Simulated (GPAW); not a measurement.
The system is AlN.

```xyz
2
Lattice="0.0000 2.1840 2.1840 2.1840 0.0000 2.1840 2.1840 2.1840 0.0000" Properties=species:S:1:pos:R:3 pbc="T T T"
Al    0.0000    0.0000    0.0000
N     1.0920    1.0920    1.0920
```

Measurements of this composition are mostly on another form, of space group No. 186.

Base run:

```yaml
Program: GPAW 26.7.0
Functional: BEEF-vdW
Potentials_or_basis: GPAW PAW data sets (gpaw-data 1.2.1)
Cutoff: 800 eV
Basis: pw
k_mesh: 10 × 10 × 10
Occupations: fermi-dirac, width 0.05 eV
Spin: no spin polarisation
```

Its results: band gap on the k mesh 3.58 eV, indirect (least direct gap 4.38 eV).

After a change of settings the same cell gave: band gap on the k mesh 3.31 eV, indirect (least direct gap 4.20 eV). Which change was it?
A. functional from BEEF-vdW to PBE
B. functional from BEEF-vdW to MS2; occupations from fermi-dirac, width 0.05 eV to marzari-vanderbilt, width 0.025 eV
C. functional from BEEF-vdW to GLLB-SC; potentials or basis from GPAW PAW data sets (gpaw-data 1.2.1) to the program's PAW data sets (release 1.2.1) made for this functional
D. functional from BEEF-vdW to optB88-vdW

A.

Not every run made on this cell is shown here.
